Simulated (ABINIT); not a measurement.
The system is Al.

```xyz
2
Lattice="2.7660 0.0000 0.0000 -1.3830 2.3954 0.0000 0.0000 0.0000 4.9282" Properties=species:S:1:pos:R:3 pbc="T T T"
Al    0.0000    1.5969    1.2320
Al    1.3830    0.7985    3.6961
```

This isn't the form of Al at room conditions, which is fcc.

The cell isn't the ideal one: cell relaxed.

Base run:

| Item | Value |
| --- | --- |
| Program | ABINIT 10.8.3 (patched build) |
| Functional | PBEsol |
| Potentials or basis | PseudoDojo NC SR PBEsol v0.4 stringent |
| Cutoff | 544 eV |
| k mesh | 8 × 8 × 4 |
| Occupations | fermi-dirac, width 0.05 eV |
| Spin | no spin polarisation |

Its results: pressure 0.0 GPa.

Task: The run is repeated on the same cell with these changes: k mesh from 8 × 8 × 4 to 18 × 18 × 10, shifted; occupations from fermi-dirac, width 0.05 eV to fermi-dirac, width 0.2 eV. What comes out?

Result: Pressure 0.7 GPa.
